# Residual pressure and a lost gap: how density functionals fail for germanium

## From a pressure to a length

When a crystal grows by a small fraction x along each edge, its volume grows by about 3x. The pressure released is the bulk modulus B times that fractional change of volume. A cell calculated at pressure P therefore differs from its own stress-free size by roughly

x ≈ P / (3B).

For germanium B is about 75 GPa, a rough recalled value. One GPa of leftover pressure then corresponds to an error of about half a per cent in the lattice edge. This turns a single calculation at a fixed cell into a test of the functional, provided that the cell is close to the real one.

Here it is. Each row describes the same diamond-structure crystal with an edge of 5.66 Å, very close to the measured edge at room temperature. Nobody is squeezing the crystal: the pressure is what remains when a functional is made to live at a size that it would not have chosen. A positive value means that the functional wants a larger crystal, a negative value that it wants a smaller one.

Plane-wave Kohn–Sham DFT with ABINIT 10.8.3 for diamond-structure germanium in a fixed two-atom cell (cubic edge 5.658 Å), without spin polarisation, spin–orbit coupling or dispersion correction. All rows use an 8 × 8 × 8 k-point mesh and Fermi–Dirac smearing of 0.05 eV; pressure is positive in compression.

```tsv
functional	potentials	wave cutoff	pressure (GPa)
PBE	JTH-PAW-PBE-v2.0	598.65 eV	3.170
PBEsol	PseudoDojo-NC-SR-PBEsol-v0.4.1-standard	1061.24 eV	0.640
HCTH407	PseudoDojo-NC-SR-PBE-v0.4.1-standard	1061.24 eV	5.830
LDA-Teter	PseudoDojo-NC-SR-LDA-v0.4.1-standard	1061.24 eV	-1.260
OLYP	PseudoDojo-NC-SR-PBE-v0.4.1-standard	1061.24 eV	5.490
PW91	PseudoDojo-NC-SR-PBE-v0.4.1-standard	1061.24 eV	3.490
WC	PseudoDojo-NC-SR-PBEsol-v0.4.1-standard	1061.24 eV	0.690
```

## Reading the failure

The sign separates one functional from the rest. LDA-Teter, the only one that ignores density gradients, has a negative pressure and would shrink the crystal. The other six would expand it. PBEsol and WC ask for little, PBE and PW91 for clearly more, and OLYP and HCTH407 for most.

PBE serves as the worked example. Its pressure is 3.17 GPa, so x ≈ 3.17 / (3 × 75) ≈ 0.014, or 1.4 % of the edge, which is about 0.08 Å. A crystal softens as it expands, and allowing for that raises the estimate to about 1.6 %. For HCTH407 the same two estimates give roughly 2.6 and 3.2 %. These are estimates with one stiffness for all functionals, not relaxed lattice constants.

The failure is easy to see only because the cell was held fixed. If the cell is relaxed, the pressure falls to zero for any functional, good or bad, and the error moves into the lattice edge. A vanishing pressure after relaxation shows that the optimisation has finished. It does not show that the size is right.

## Zero is not quite the target

The calculation treats the nuclei as standing still, whereas the atoms of the measured crystal vibrate. Vibrations push outwards, because the crystal lowers their frequencies by expanding. In the real crystal at rest, this push is balanced by a slight inward pull of the static lattice. A perfect functional should therefore give a slightly negative pressure at the measured room-temperature cell.

The size of the shift follows from the vibrational energy, about 3k_BT per atom, where k_B is Boltzmann's constant and T the temperature. Divided by the volume per atom and multiplied by the Grüneisen parameter, which measures how strongly the frequencies respond to volume and is recalled here as about 0.75, it gives a few tenths of a GPa. That is small beside the error of PBE, but not beside those of PBEsol and LDA-Teter.

Measured against the shifted target, PBEsol and WC are too expansive by about 1 GPa, and LDA-Teter is too contractive by slightly less. Read naively, the table favours PBEsol and WC by a factor of about two. With vibrations included, the three are about equally wrong, on opposite sides. The estimate is too rough to name a winner.

## Why gradients push the crystal apart

The order of the pressures can be understood from how exchange is treated. Exchange lowers the energy by keeping electrons of the same spin apart. LDA takes the exchange energy at each point from a uniform electron gas of the local density. Gradient-corrected functionals of the PBE type add a further lowering where the density changes quickly compared with its own size.

Such places are found above all in the tails of atoms. There the density falls off roughly exponentially, so its slope is proportional to the density itself. The natural measure of unevenness divides the slope by the density to the power 4/3, and it therefore grows as the density falls. When atoms move apart, the region between them becomes thinner and more uneven by this measure.

A functional that rewards unevenness thus gains energy when the crystal expands, and this gain appears as an outward pressure. The table does not show where in the cell the gain arises; the border between the 3d shell and the outer electrons may count as well as the space between the atoms. LDA has no such reward. It undervalues separated atoms relative to the bonded crystal and pulls the atoms too close together. PBE has a strong reward, which suits atoms and molecules, but for germanium it overshoots. The gradient term of correlation pulls the other way and is expected to cancel a large part of the push, so each pressure in the table is the remainder of two opposing terms.

PBEsol was designed with a weaker exchange term for the gentle gradients that are common in solids. WC takes another route. For the very gentlest gradients its exchange term is as strong as that of PBE, but it falls below PBE where the gradients are moderate, and its correlation is that of PBE. The pressures of PBEsol and WC differ by only 0.05 GPa, too little to rank them. Since WC shares with PBE both the correlation and the gentlest limit of exchange, its low pressure suggests that moderate gradients matter here, not only the limit of the gentlest ones.

## A straight line as a test

The argument can be put into numbers. Let μ be the strength of the gradient term in exchange: zero in LDA, about 0.12 in PBEsol and about 0.22 in PBE, all recalled values. If the pressure rises in proportion to μ, LDA-Teter and PBEsol fix the line:

P(PBE) ≈ −1.26 + (0.64 + 1.26) × 0.22 / 0.12 ≈ 2.2 GPa.

The PBE row was not used to set the line. Its calculated pressure is 3.17 GPa, so the line has the right direction and gives nearly four fifths of the rise from LDA-Teter to PBE. It falls short by about 0.9 GPa, which is too much for a quantitative theory. WC shows a deeper limit: for the gentlest gradients its μ equals that of PBE, yet its pressure is only 0.69 GPa. PW91 is the mirror case: its formal limit for vanishing gradients is that of PBEsol, but it follows PBE at moderate gradients, and so does its pressure. A single number μ therefore describes only functionals of the same form, such as PBEsol and PBE.

A likely reason for the shortfall in PBE is correlation, which the line leaves out. Its gradient term works against that of exchange, and relative to exchange it is stronger in PBEsol than in PBE. A line drawn from LDA through PBEsol therefore starts too flat. Because the slope lumps two opposing terms together, the four fifths should not be read as the share of exchange. PBE was also run with another kind of potential and a lower cutoff, but this is probably not the main cause: its close relative PW91, run with the same kind of potential and the same cutoff as PBEsol, lies still higher.

## The two largest pressures

OLYP and HCTH407 do not belong on this line, because their exchange is built differently. Their parameters were adjusted to data for atoms and molecules, and neither reproduces the uniform electron gas when the gradients vanish. A stronger reward for unevenness is not the obvious reason. For gentle gradients the exchange of OLYP has no term like μ, and that of HCTH407 has one of the opposite sign; their gradient terms overtake that of PBE only where the gradients are large. The uniform part of their exchange is scaled up, which pulls inwards. A correlation term that cancels less of the outward push than that of PBE is expected to contribute, but the table cannot separate these causes.

There is also a technical caveat. OLYP, HCTH407 and PW91 were all run with potentials made for PBE, and WC with potentials made for PBEsol, so in these four rows the core electrons were prepared with one functional and the valence electrons treated with another. With the shared PBE set, OLYP and HCTH407 still lie 2.0 and 2.3 GPa above PW91. The functional used for the valence electrons thus changes the pressure strongly even when the potential stays the same. How far matching potentials would move these values is untested, and the difference of 0.34 GPa between OLYP and HCTH407 should not be used to rank them.

## The second failure: a semiconductor without a gap

Real germanium is a semiconductor with a gap of roughly 0.7 eV. In the same calculations, five of the seven functionals give no gap at all; only OLYP and HCTH407 keep one. Counting electrons shows how a gap can vanish.

Apart from the filled 3d shell, the two atoms of the cell have eight valence electrons, enough for four levels at each point of the Brillouin zone. At the zone centre these should be one low level and a group of three that symmetry keeps at equal energy. Above them should lie an empty single level, antibonding and s-like. If that level drops below the group of three, it takes two electrons, and the group is left only partly filled. Occupied and empty states then meet at the same energy, and the gap is zero.

The calculated levels for LDA-Teter, PBEsol and PW91 show exactly this inversion. The single level lies below the group of three by 0.19 eV in LDA-Teter, but by only 0.015 eV in PBEsol, where a small change of settings might reverse the order. With a smearing of 0.05 eV, levels so close share their electrons in fractions rather than in whole pairs. The fault is not confined to the zone centre. At the point L, where the real conduction band has its minimum, the lowest conduction level lies only 0.05 to 0.15 eV above the group of three in these rows.

The cause is not simply that of the pressure error. The cell is nearly the measured one, so a wrong lattice constant cannot be blamed. A gap is the cost of removing an electron from the crystal and adding one to it. The exact Kohn–Sham potential jumps by a constant when an electron is added across the gap, and the spacing of the levels leaves this jump out. Even exact levels would therefore be expected to lie closer together than the real gap. The missing jump is not the whole story, however: none of the seven functionals has it, yet two keep a gap in the same cell. The approximate potential that each functional produces must matter too, and in germanium the real gap is small enough for such errors to close it. One known error of this kind concerns the 3d shell: in LDA-Teter, PBEsol and PW91 it lies about 25 eV below the group of three, several eV shallower than the recalled measured depth. Shallow 3d levels are expected to push the group of three upwards, though these runs do not measure by how much.

## Why the open gaps are no cure

OLYP and HCTH407 have gaps of 0.31 and 0.24 eV, which makes them look like the better choice for electronic properties. Yet both gaps are direct, with the two levels at the same point of the Brillouin zone, expected to be its centre, whereas the smallest gap of real germanium is indirect. They are also the two functionals with the largest pressures. The pressure is not the cause of these gaps, since all rows share one cell: PW91, at 3.49 GPa, is inverted by 0.04 eV, slightly more than PBEsol at 0.64 GPa. It matters for another reason. The direct gap of germanium widens as the cell shrinks, because squeezing the atoms together raises the antibonding level, and these two functionals would choose a much larger cell.

Letting the cell relax would therefore narrow the gaps. The measured direct gap changes by about 0.12 eV per GPa, a rough recalled value. Over the pressures of these two rows this amounts to a loss of about 0.7 eV, more than twice either gap. Even half that sensitivity would be enough to close both, so the gaps would probably vanish at the lattice constants that these functionals prefer. No relaxed calculation is available to confirm it.

Spin–orbit coupling, which was left out, would narrow the gaps further by raising the top of the valence band. The measured cell is the fair place to compare gaps, but an open gap there should be read together with the pressure. For OLYP and HCTH407, the pressure warns that the gap is unlikely to survive if the same functional is also used to relax the cell.
